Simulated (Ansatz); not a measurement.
# How far is PAW off for Zr?

```
Zr
1.0
     3.23200   -0.03232   -0.03232
    -1.64399    2.81515   -0.01183
    -0.05147   -0.05147    5.14700
Zr
2
Direct
  0.33333 0.66667 0.25000
  0.66667 0.33333 0.75000
```

Atoms are numbered in the order listed.

The cell comes from COD entry 9008523, which wasn't checked; take it as a given geometry. The listed cell was then made from it by scaling, straining or moving an atom.

Levels of theory: DFT, PBEsol, PAW with Ansatz's default frozen-core files, scalar-relativistic (Ansatz 0.2.0); DFT, PBEsol, all-electron PAW with datasets made for the crystal, scalar-relativistic (Ansatz 0.2.0); DFT, PBEsol, all-electron LAPW, scalar-relativistic (Ansatz 0.2.0).

For PAW: a Γ-centred 13×13×7 k mesh, Fermi–Dirac smearing of 0.08 eV, cutoff 420 eV, no spin polarisation; the PAW files were made with PBE, and the program remakes their frozen cores for this functional. The crystal-made all-electron datasets (AE datasets) take a cutoff of 240 eV at this cell. LAPW targets a basis error of 1 meV/atom. The Ansatz runs share mesh, smearing and spin set-up. Plane-wave (PAW) pressures include the program's estimate of the Pulay term.

Stress and pressure are positive in compression.

The change that made this cell: equal xy, yz and zx engineering shear strains of -2 %.

Spin–orbit coupling is left out, which moves gradients at and beside heavy atoms by some per cent and at worst by a factor of two.

In a metal, gradients converge slowly with the k mesh: the values move by tens of per cent from one mesh to another, at times in sign, so only the comparison on one mesh counts.

| quantity | PAW | AE datasets | LAPW |
| --- | --- | --- | --- |
| pressure (GPa) | -3.27 | -3.25 | -3.25 |
| stress xx (GPa) | -3.48 | -3.46 | -3.46 |
| stress yy (GPa) | -3.46 | -3.43 | -3.43 |
| stress zz (GPa) | -2.86 | -2.84 | -2.84 |
| stress yz (GPa) | 0.51 | 0.51 | 0.51 |
| stress xz (GPa) | 0.51 | 0.51 | 0.51 |
| stress xy (GPa) | 0.92 | 0.92 | 0.92 |
| force on Zr1, x (eV/Å) | 0.040 | 0.040 | 0.040 |
| field gradient Vzz at Zr1 (10²¹ V/m²) | 4.31 | 4.31 | – |

PAW's pressure differs from the LAPW value by -0.02 GPa. Datasets made for the crystal and LAPW share parts of one code, so their agreement isn't an independent check.
